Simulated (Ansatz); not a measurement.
The system is InAs.

```
CELL_PARAMETERS angstrom
0.00000 3.01800 3.01800
3.01800 0.00000 3.01800
3.01800 3.01800 0.00000
ATOMIC_POSITIONS crystal
In 0.00000 0.00000 0.00000
As 0.75000 0.75000 0.75000
```

Base run:

| Item | Value |
| --- | --- |
| Program | Ansatz 0.2.0 |
| Functional | HSE06 |
| Potentials or basis | all-electron PAW datasets made for the crystal |
| Cutoff | 340 eV (chosen from the basis error) |
| k mesh | 6 × 6 × 6 |
| Occupations | fermi-dirac, width 0.05 eV |
| Spin | no spin polarisation |

Its results: band gap on the k mesh 0.58 eV, direct; pressure 2.3 GPa.

Task: The run is repeated on the same cell with these changes: functional from HSE06 to PBE0. What comes out?

Result: Band gap on the k mesh 1.13 eV, direct; pressure 2.1 GPa.

Caveats: spin-orbit coupling is left out, which moves the levels of the heavy elements; the program warned that the printed levels may be off, so bands, gaps and densities of states are rough (some runs).

